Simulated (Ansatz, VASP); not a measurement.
**One calculation of Al, two programs**

```xyz
8
Lattice="2.8623 0.0000 0.0000 0.0000 4.0480 0.0000 0.0000 0.0000 27.0182" Properties=species:S:1:pos:R:3 pbc="T T T"
Al    1.4312    2.0240    8.5000
Al    0.0000    0.0000    9.9312
Al    1.4312    2.0240   11.3623
Al    0.0000    0.0000   12.7935
Al    1.4312    2.0240   14.2596
Al    0.0000    0.0000   15.6610
Al    1.4312    2.0240   17.1380
Al    0.0000    0.0000   18.4354
```

Alike in both runs: functional PBE; k mesh 9 × 6 × 1; occupations gaussian, width 0.1 eV; no spin polarisation.

Ansatz relaxed the structure, and its values are those at the end. VASP's run is a single point on that final structure, the one shown.

```csv
,VASP,Ansatz
version,VASP 6.6.1,Ansatz 0.2.0
potentials or method,"VASP PAW PBE potentials, release 64 (Al)","scalar-relativistic, plane waves, PAW"
plane-wave cutoff (eV),520,420
valence electrons in the cell,24,24
```

```csv
,VASP,Ansatz,Ansatz less VASP
gap on the k mesh at the Fermi level (eV),none,none,-
rms of the force components (eV/Å),0.068,0.068,-0.0003
"work function, face that differs most (eV)",4.10,4.10,-0.003
```

A gap of «none» marks a metal or a gap that the smearing closes. The functional is the same, so the differences come from potentials, cutoffs and numerics.
